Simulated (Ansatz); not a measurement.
A plane-wave DFT run in Ansatz 0.2.0 (scalar-relativistic PAW potentials unless the input names others): input and command.

```yaml
crystal:
  lattice:
    - [3.2300235096, 0.0, 0.0]
    - [-1.6150117548, 2.7972824142, 0.0]
    - [0.0, 0.0, 10.4285945712]
  atoms:
    - { symbol: Zn, position: [0.3333333333, 0.6666666667, 0.0007921564] }
    - { symbol: Zn, position: [0.3333333333, 0.6666666667, 0.5007921564] }
    - { symbol: Zn, position: [0.6666666667, 0.3333333333, 0.2507921564] }
    - { symbol: Zn, position: [0.6666666667, 0.3333333333, 0.7507921564] }
    - { symbol: O, position: [0.3333333333, 0.6666666667, 0.1902578436] }
    - { symbol: O, position: [0.3333333333, 0.6666666667, 0.6902578436] }
    - { symbol: O, position: [0.6666666667, 0.3333333333, 0.4402578436] }
    - { symbol: O, position: [0.6666666667, 0.3333333333, 0.9402578436] }
  symmetry: { detect: false }
basis:
  ecutwfc: 420
kpoints:
  mp_grid: { grid: [12, 12, 4] }
hamiltonian:
  xc: pbesol
scf:
  occupations: { method: gaussian, width: 0.05 }
output:
  forces: true
  eigenvalues: true
  stress: true
```

```bash
ansatz run input.yaml --threads 2 --pin off --max-ram 5120MiB --backend cpu --events-out ev --progress --plain --runs-dir out
```

Abridged log:
```
Basis set: ecut = 420 eV, 1907 PW (Γ), exchange–correlation on 48×48×144 points (8 copies of the dense FFT grid, shifted against one another)
Bands: 44, of which v1, the nominal top of the filled ones, is band 36 counted from 1 (35 counted from 0)
Symmetry: 1 space group operations
k-points: 292 of 576 (time reversal used)
SCF iter   1: F=—  HF=-15368.564793 eV  |F-HF|=—  |Δ(HF+E_count)|=         —  Δρ=1.57e-2  dr2=1.87e-1  ethr=1.77e-3  ⟨swp⟩=6.5  Hψ=48588  notcnv=0  defer=1
SCF iter   2: F=—  HF=-15368.516069 eV  |F-HF|=—  |Δ(HF+E_count)|=   4.87e-2  Δρ=2.08e-3  dr2=2.06e-3  ethr=2.60e-4  ⟨swp⟩=2.8  Hψ=26833  notcnv=0  defer=1099
SCF iter   3: F=—  HF=-15368.516089 eV  |F-HF|=—  |Δ(HF+E_count)|=   2.03e-5  Δρ=1.16e-3  dr2=9.51e-4  ethr=2.86e-6  ⟨swp⟩=1.0  Hψ=11749  notcnv=0  defer=807
automatic band count: iteration 3 solves 43 bands in place of 44: the levels show a gap, and the empty bands left out lie too high to hold charge; the band table lists the bands solved (type scf.n_extra_bands for more)
SCF iter   4: F=—  HF=-15368.516093 eV  |F-HF|=—  |Δ(HF+E_count)|=   4.09e-6  Δρ=2.21e-4  dr2=3.53e-5  ethr=1.32e-6  ⟨swp⟩=2.0  Hψ=21042  notcnv=0  defer=807
SCF iter   5: F=—  HF=-15368.516113 eV  |F-HF|=—  |Δ(HF+E_count)|=   1.92e-5  Δρ=1.54e-4  dr2=1.30e-5  ethr=4.91e-8  ⟨swp⟩=2.0  Hψ=21094  notcnv=0  defer=807
SCF iter   6: F=—  HF=-15368.516103 eV  |F-HF|=—  |Δ(HF+E_count)|=   9.69e-6  Δρ=3.36e-5  dr2=7.26e-7  ethr=1.80e-8  ⟨swp⟩=2.0  Hψ=21093  notcnv=0  defer=807
SCF iter   7: F=-15368.516104 eV  HF=-15368.516103 eV  |F-HF|=1.67e-7  |Δ(HF+E_count)|=   5.76e-7  Δρ=1.01e-5  dr2=8.54e-8  ethr=1.39e-10  ⟨swp⟩=8.5  Hψ=56618  notcnv=0
SCF 1 converged in 7 iterations: F = -15368.516104 eV  dr2 = 8.54e-8
SCF converged after 7 iterations
Free energy (F): -15368.516104 eV
Harris-Foulkes:  -15368.516103 eV  (|F-HF|=1.67e-7)
Internal energy: -15368.516104 eV  (E = F + TS)
E sigma→0 (E₀):  -15368.516104 eV
Fermi energy:    7.577391 eV
--- Forces (eV/Å), atoms counted from 1 ---
  atom   1  Zn    -0.00000001    -0.00000001     0.00000929
  atom   2  Zn     0.00000000    -0.00000001     0.00000903
  atom   3  Zn    -0.00000001     0.00000001     0.00000704
  atom   4  Zn     0.00000000     0.00000001     0.00000772
  atom   5  O      0.00000000     0.00000000    -0.00001249
  atom   6  O      0.00000000    -0.00000001    -0.00001191
  atom   7  O      0.00000000     0.00000000    -0.00001315
  atom   8  O      0.00000000     0.00000001    -0.00001245
--- Stress (GPa, compression-positive) ---
       -0.007210       0.000000       0.000000
        0.000000      -0.007210       0.000000
        0.000000       0.000000       0.004589
  P = ⅓ Tr σ = -0.0033 GPa (-0.033 kbar)
```

Apart from outputs and empty bands, the input differs from a reference run on usual settings in crystal.symmetry: not typed → {"detect": false}. The reference, at the same geometry, gave pressure 0.00 GPa, largest force 0.000 eV/Å, gap on the mesh 0.70 eV. This run converged in 7 SCF iterations (reference: 7) with an energy at zero smearing within 0.01 meV/atom of the reference's, pressure 0.00 GPa, largest force 0.000 eV/Å, gap on the mesh 0.70 eV.

Time: 29 s on 2 threads of INTEL(R) XEON(R) PLATINUM 8581C CPU @ 2.10GHz (Emerald Rapids), on a shared host, peak memory 1 GiB.